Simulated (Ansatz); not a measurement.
A relaxed cell of SnGe2 is given with its symmetry left out. The cell was found from a structure generator's guess, not taken from experiment.

Level of theory: DFT PBE, scalar-relativistic, plane waves, PAW (Ansatz 0.2.0). Cutoff 420 eV, Γ-centred mesh, Gaussian smearing, no spin polarisation.

```yaml
crystal:
  lattice:
    - [5.72854, -1.85552, 0.00000]
    - [5.72854, 1.85552, 0.00000]
    - [-0.70845, 0.00000, 3.13747]
  atoms:
    - { symbol: Sn, position: [0.00000, 0.00000, 0.00000] }
    - { symbol: Ge, position: [0.68687, 0.68687, 0.71424] }
    - { symbol: Ge, position: [0.31313, 0.31313, 0.28576] }
```

Formation energies are uncorrected and refer to the elements' standard structures at the same level. The references include grey tin.

Task: What space group does it have?

Result: C2/m (No. 12). Conventional cell: a = 11.457 Å, b = 3.711 Å, c = 3.216 Å, β = 102.7°. Around Sn lie 4 Ge at 3.12 Å, 2 Sn at 3.22 Å, 6 Ge at 3.34–3.50 Å and 2 Sn at 3.71 Å; Ge is surrounded by 4 Ge at 2.78–2.88 Å, 2 Sn at 3.12 Å, 2 Ge at 3.22 Å and 3 Sn at 3.34–3.50 Å.

Task: What is its formation energy per atom?

Result: +0.23 eV/atom. The separate elements lie lower, so it is unstable against them.

Task: Is it a metal?

Result: Yes, bands cross the Fermi level on the 12×12×14 mesh.

The last run used a 12×12×14 mesh (in the run's order of axes) for its 3-atom cell and Gaussian smearing of 0.10 eV. Symmetry constrained the relaxation, so the result can be a saddle point. Another cell of SnGe2 relaxed alike, in P-3m1, lies 189 meV/atom lower, so this cell isn't the stable form at this level.
